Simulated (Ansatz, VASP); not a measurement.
**Br in VASP and in Ansatz**

Contents of INCAR:

```
SYSTEM = Br
ALGO = Normal
EDIFF = 1E-7
ENCUT = 520
GGA = RE
ISIF = 2
ISMEAR = -1
LASPH = .TRUE.
LCHARG = .FALSE.
LREAL = .FALSE.
LWAVE = .FALSE.
NBANDS = 22
NELM = 100
PREC = Accurate
SIGMA = 0.05
```

File KPOINTS:

```
k-points
0
G
  7 7 3
  0 0 0
```

The input POSCAR:

```
Br
1.0
    3.3632500000     -2.3225500000      0.0000000000
    3.3632500000      2.3225500000      0.0000000000
    0.0000000000      0.0000000000      8.7023000000
Br
4
Direct
    0.3651000000      0.6349000000      0.3901000000
    0.1349000000      0.8651000000      0.8901000000
    0.6349000000      0.3651000000      0.6099000000
    0.8651000000      0.1349000000      0.1099000000
```

Contents of input.yaml:

```yaml
crystal:
  lattice:
    - [3.36325, -2.32255, 0.0]
    - [3.36325, 2.32255, 0.0]
    - [0.0, 0.0, 8.7023]
  atoms:
    - { symbol: Br, position: [0.3651, 0.6349, 0.3901] }
    - { symbol: Br, position: [0.1349, 0.8651, 0.8901] }
    - { symbol: Br, position: [0.6349, 0.3651, 0.6099] }
    - { symbol: Br, position: [0.8651, 0.1349, 0.1099] }
hamiltonian:
  xc: revpbe
  pseudopotentials: { kind: paw }
kpoints:
  mp_grid: { grid: [7, 7, 3] }
  band_path:
    path:
      - [[0.0, 0.0, 0.0], [0.3692207505, -0.3692207505, 0.0], [0.0, -0.5, 0.0], [0.0, -0.5, -0.5], [0.3692207505, -0.3692207505, -0.5], [0.0, 0.0, -0.5], [0.0, 0.0, 0.0], [-0.5, -0.5, 0.0], [-0.3692207505, -0.6307792495, 0.0], [-0.3692207505, -0.6307792495, -0.5], [-0.5, -0.5, -0.5], [-0.5, -0.5, 0.0]]
      - [[0.0, 0.0, -0.5], [-0.5, -0.5, -0.5]]
    npoints: 14
scf:
  occupations: { method: fermi_dirac, width: 0.05 }
  n_extra_bands: 10
output:
  forces: true
  stress: true
  eigenvalues: true
  fatbands: true
```

Alike in both runs: functional revPBE; k mesh 7 × 7 × 3; occupations fermi-dirac, width 0.05 eV; no spin polarisation.

|  | VASP | Ansatz |
| --- | --- | --- |
| version | VASP 6.6.1 | Ansatz 0.2.0 |
| potentials or method | VASP PAW PBE potentials, release 64 (Br) | Ansatz PAW |
| plane-wave cutoff (eV) | 520 | 420 |
| valence electrons in the cell | 28 | 28 |
| task | single point | band structure |

```csv
,VASP,Ansatz,Ansatz less VASP
gap on the k mesh at the Fermi level (eV),1.96,1.96,-0.003
least direct gap on the mesh (eV),1.98,1.98,-0.003
pressure (GPa),3.1,3.1,-0.02
largest component of the traceless stress (GPa),1.20,1.19,-0.014
rms of the force components (eV/Å),0.495,0.491,-0.0044
```

Atom by atom the forces differ by 0.004 eV/Å (rms over components).

Caveats: the PAW data sets were made with another functional, which shifts forces and pressure a little (VASP); an odd mesh through Γ misses points on the zone boundary, where band edges often lie (VASP); the PAW data sets come from PBE, with cores solved anew for the run's functional, which leaves a small shift of forces and pressure (Ansatz). A hybrid or GW would open this gap; revPBE tends to underestimate it.
